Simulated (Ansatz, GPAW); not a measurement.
HfN: programs and potentials compared

```
CELL_PARAMETERS angstrom
0.00000 2.25600 2.25600
2.25600 0.00000 2.25600
2.25600 2.25600 0.00000
ATOMIC_POSITIONS crystal
Hf 0.00000 0.00000 0.00000
N 0.50000 0.50000 0.50000
```

Alike in all runs: task single point; functional PBE; k mesh 10 × 10 × 10; occupations gaussian, width 0.023 eV; no spin polarisation; no spin-orbit coupling. Pressure is positive in compression and, in plane waves, holds the error of the finite cutoff, which Ansatz's Pulay term estimates and takes out.

```json
{"program and potentials": "Ansatz, Ansatz PAW", "plane-wave cutoff (eV)": "420", "notes": "15.5 valence electrons an atom on average; Pulay term of +0.50 GPa included", "band gap (eV)": "no gap", "pressure (GPa)": "6.59"}
{"program and potentials": "GPAW, GPAW PAW data sets (gpaw-data 1.2.1)", "plane-wave cutoff (eV)": "800", "notes": "8.5 valence electrons an atom on average", "band gap (eV)": "no gap", "pressure (GPa)": "6.71"}
{"program and potentials": "Ansatz, all-electron LAPW, scalar-relativistic", "plane-wave cutoff (eV)": "-", "notes": "-", "band gap (eV)": "no gap", "pressure (GPa)": "6.66"}
```

None finds a gap. The pressure spans 6.59 (Ansatz, Ansatz PAW) to 6.71 GPa (GPAW, GPAW PAW data sets (gpaw-data 1.2.1)), with all-electron results at 6.66.

The functional is the same throughout but for its coding, so the spread measures potentials, basis and numerics; runs on potential files found faulty are left out.
